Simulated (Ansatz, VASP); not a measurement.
# Two plane-wave programs on Pd

The input INCAR:

```
SYSTEM = Pd
PREC = Accurate
ENCUT = 520
EDIFF = 1E-8
ISMEAR = -1
SIGMA = 0.08
LREAL = .False.
LASPH = .True.
NELM = 80
ALGO = Normal
ISIF = 2
LWAVE = .False.
LCHARG = .False.
GGA = PE
LEFG = .True.
NBANDS = 17
```

File KPOINTS:

```
Automatic mesh
0
Gamma
  15 15 8
  0 0 0
```

The input POSCAR:

```
Pd
1.0
    2.7555247108      0.0000000000      0.0000000000
   -1.3777623554      2.3863544003      0.0000000000
    0.0000000000      0.0000000000      4.5952575980
Pd
2
Direct
    0.3333333333      0.6666666667      0.2500000000
    0.6666666667      0.3333333333      0.7500000000
```

Input for Ansatz:

```yaml
crystal:
  lattice:
    - [2.7555247108, 0.0, 0.0]
    - [-1.3777623554, 2.3863544003, 0.0]
    - [0.0, 0.0, 4.595257598]
  atoms:
    - { symbol: Pd, position: [0.3333333333, 0.6666666667, 0.25] }
    - { symbol: Pd, position: [0.6666666667, 0.3333333333, 0.75] }
kpoints:
  mp_grid: { grid: [15, 15, 8] }
scf:
  occupations: { method: fermi_dirac, width: 0.08 }
hamiltonian:
  xc: pbe
  pseudopotentials: { kind: paw }
output:
  forces: true
  stress: true
  eigenvalues: true
  efg: { contact_densities: true }
```

Change from the starting cell: volume scaled by 0.98, PAW files.

Alike in both runs: task electric field gradients; functional PBE; k mesh 15 × 15 × 8; occupations fermi-dirac, width 0.08 eV; no spin polarisation.

```csv
,VASP,Ansatz
version,VASP 6.6.1,Ansatz 0.2.0
potentials or method,"VASP PAW PBE potentials, release 64 (Pd)","PAW with Ansatz's default frozen-core files, scalar-relativistic"
plane-wave cutoff (eV),520,420
valence electrons in the cell,20,36
```

Ansatz gave:

| Item | Value |
| --- | --- |
| pressure (GPa) | 3.5 |
| largest component of the traceless stress (GPa) | 0.01 |
| Vzz of the field gradient on the site that differs most (V/Å²) | -16.8 |

Task: What did VASP give for the same quantities?

Result: Pressure (GPa): 3.2; largest component of the traceless stress (GPa): 0.05; Vzz of the field gradient on the site that differs most (V/Å²): -11.5.

The two sets of potentials don't hold the same shells in valence. Ansatz warned: «gradients_without_spin_orbit».
